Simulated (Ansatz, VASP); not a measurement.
# Ba: VASP beside Ansatz

```
Ba
1.0
     0.00000    3.18297    3.18297
     3.18297    0.00000    3.18297
     3.18297    3.18297    0.00000
Ba
1
Direct
  0.00000 0.00000 0.00000
```

Alike in both runs: task single point; functional BLYP; k mesh 10 × 10 × 10; occupations fermi-dirac, width 0.1 eV; no spin polarisation.

|  | VASP | Ansatz |
| --- | --- | --- |
| version | VASP 6.6.1 | Ansatz 0.2.0 |
| potentials or method | VASP PAW PBE potentials, release 64 (Ba_sv) | plane waves (420 eV) with PAW, scalar-relativistic |
| plane-wave cutoff (eV) | 520 | 420 |
| valence electrons in the cell | 10 | 10 |

```tsv
	VASP	Ansatz	Ansatz less VASP
pressure (GPa)	0.4	0.4	-0.04
```

Caveats: the PAW data sets were made with another functional, which shifts forces and pressure a little (VASP). Spin-orbit coupling is left out, which matters for the levels of Ba.
